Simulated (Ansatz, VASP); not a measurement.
**Ga2O3 in VASP and in Ansatz**

```xyz
10
Lattice="2.4750 1.4289 4.4353 -2.4750 1.4289 4.4353 0.0000 -2.8579 4.4353" Properties=species:S:1:pos:R:3 pbc="T T T"
Ga    0.0000    0.0000    4.7338
Ga    0.0000    0.0000    1.9192
Ga    0.0000    0.0000    8.5722
Ga    0.0000    0.0000   11.3867
O    -0.9762    1.4289    7.7618
O    -0.7494   -1.5599    7.7618
O     1.7256    0.1309    7.7618
O     0.9762   -1.4289    5.5442
O     0.7494    1.5599    5.5442
O    -1.7256   -0.1309    5.5442
```

Alike in both runs: functional LDA; k mesh 6 × 6 × 6; occupations gaussian, width 0.02 eV; no spin polarisation.

Ansatz relaxed the structure, and its values are those at the end. VASP's run is a single point on that final structure, the one shown.

|  | VASP | Ansatz |
| --- | --- | --- |
| version | VASP 6.6.1 | Ansatz 0.2.0 |
| potentials or method | VASP PAW LDA potentials, release 64 (Ga_d, O) | scalar-relativistic, plane waves, PAW |
| plane-wave cutoff (eV) | 520 | 420 |
| valence electrons in the cell | 88 | 88 |

Ansatz gave:

```
gap on the k mesh at the Fermi level (eV) : 3.04
least direct gap on the mesh (eV)         : 3.31
pressure (GPa)                            : 0.0
rms of the force components (eV/Å)        : 0.000
```

Task: What did VASP give for the same quantities?

Result: gap on the k mesh at the Fermi level (eV): 3.06; least direct gap on the mesh (eV): 3.33; pressure (GPa): 2.1; rms of the force components (eV/Å): 0.013.

A k mesh can miss the band edges. A hybrid or GW would open this gap; LDA tends to underestimate it.
